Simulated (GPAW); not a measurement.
The system is C.

```
CELL_PARAMETERS angstrom
0.00000 1.78337 1.78337
1.78337 0.00000 1.78337
1.78337 1.78337 0.00000
ATOMIC_POSITIONS crystal
C 0.25000 0.25000 0.25000
C 0.00000 0.00000 0.00000
```

This isn't the form of C at room conditions, which is graphite.

Program: GPAW 26.7.0. Alike in all runs: no spin polarisation; cell as given; k mesh 10 × 10 × 10.

Order these runs on this cell by their pressure, lowest first.
A. level r2SCAN; potentials or basis GPAW PAW data sets (gpaw-data 1.2.1), pw; cutoff (eV) 600; smearing fermi-dirac 0.01 eV
B. level SCAN; potentials or basis GPAW PAW data sets (gpaw-data 1.2.1), pw; cutoff (eV) 800; smearing fermi-dirac 0.05 eV; band path GXWKGLUWLK,UX; band points 100
C. level BLYP; potentials or basis PAW data sets generated in the run's folder for this functional, pw; cutoff (eV) 800; smearing fermi-dirac 0.05 eV; band path GXWKGLUWLK,UX; band points 60; eigensolver davidson

B (-6.1 GPa), A (-2.3 GPa), C (10.6 GPa).

Caveats: the PAW data sets were made with another functional, which shifts forces and pressure a little (some runs); the cutoff is short for stress and forces, so pressures can be off by a GPa or more (some runs).
